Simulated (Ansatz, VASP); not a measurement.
## One calculation of Zr, two programs

```
Zr
1.0
     0.00000    2.96388    2.96388
     2.96388    0.00000    2.96388
     2.96388    2.96388    0.00000
Zr
2
Direct
  0.87500 0.87500 0.87500
  0.12500 0.12500 0.12500
```

Change from the starting cell: volume scaled by 0.84, PAW files, ecut 600.

Alike in both runs: task single point; functional PBE; k mesh 11 × 11 × 11; occupations fermi-dirac, width 0.08 eV; no spin polarisation.

```csv
,VASP,Ansatz
version,VASP 6.6.1,Ansatz 0.2.0
potentials or method,"VASP PAW PBE potentials, release 64 (Zr_sv)","PAW with Ansatz's default frozen-core files, scalar-relativistic"
plane-wave cutoff (eV),520,600
valence electrons in the cell,24,24
```

```csv
,VASP,Ansatz,Ansatz less VASP
pressure (GPa),8.2,7.9,-0.26
```
